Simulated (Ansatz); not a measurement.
## MnSb and the effect of the Hubbard U on Mn d

Symmetry: P6_3/mmc, No. 194, hexagonal system. Conventional cell: a = 4.150 Å, b = 4.150 Å, c = 5.780 Å, α = 90.00°, β = 90.00°, γ = 120.00°. Sb (site symmetry -6m2) is surrounded by 6 Mn at 2.80 Å. Mn (site symmetry -3m) is surrounded by 6 Sb at 2.80 Å and 2 Mn at 2.89 Å.

Kept alike: task band structure; functional LDA; k mesh 7 × 7 × 5; occupations fermi-dirac, width 0.05 eV; collinear spin, ferromagnetic start. Program: Ansatz, Ansatz PAW, cutoff 420 eV. The mesh is that of the run's cell of 4 atoms. No spin-orbit coupling.

| run | pressure (GPa) | largest site moment (μB) |
| --- | --- | --- |
| A | 1.43 | 4.14 |
| B | -10.63 | 3.30 |
| C | 4.78 | 4.29 |
| D | 3.25 | 4.22 |
| E | -3.88 | 3.84 |
| F | -6.88 | 3.62 |
| G | 7.91 | 4.41 |
| H | -0.98 | 4.01 |

Pressure is positive in compression, with a Pulay correction for the finite cutoff. For a metal such a mesh leaves the last digits unconverged. How U acts hangs on the program's projectors. The runs hold the magnetic state that their start led to, which needn't be the lowest. Site moments count inside each atom's sphere or projector. All rows use potentials made for PBE. U is the effective U - J on orthogonalised atomic projectors. Double counting: fully localised limit (the default).

Question: The runs differ in the Hubbard U on Mn d alone: 0; 1; 2; 3; 4; 5; 6; 8 eV. Which run is which?

Answer: Run A is 4 eV; run B is 0 eV; run C is 6 eV; run D is 5 eV; run E is 2 eV; run F is 1 eV; run G is 8 eV; run H is 3 eV. The pressure rises from -10.63 to 7.91 GPa between 0 and 8 eV. U localises the shell and weakens its bonds, so the cell pushes outwards. The largest site moment rises from 3.30 to 4.41 μB between 0 and 8 eV.
